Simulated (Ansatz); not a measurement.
Ru (fcc): energy against volume

Theory: DFT, PBE, plane waves (420 eV) with PAW, scalar-relativistic in Ansatz.

The cell is scaled uniformly from the relaxed one, with fractional coordinates and shape fixed. Energies are extrapolated to zero smearing, pressures are those at the given smearing. Magnetic state: spin not included.

A Birch-Murnaghan fit gives V₀ = 13.83 Å³/atom, B₀ = 306 GPa, B₀′ = 4.8.

Q: What are the energy above the minimum and the pressure at 12.743 Å³/atom?

A: 95.7 meV/atom and 30.88 GPa as computed.

Q: What are the energy above the minimum and the pressure at 13.297 Å³/atom?

A: 21.1 meV/atom and 13.57 GPa as computed.

Q: What are the energy above the minimum and the pressure at 14.960 Å³/atom?

A: 75.7 meV/atom and -19.51 GPa as computed.
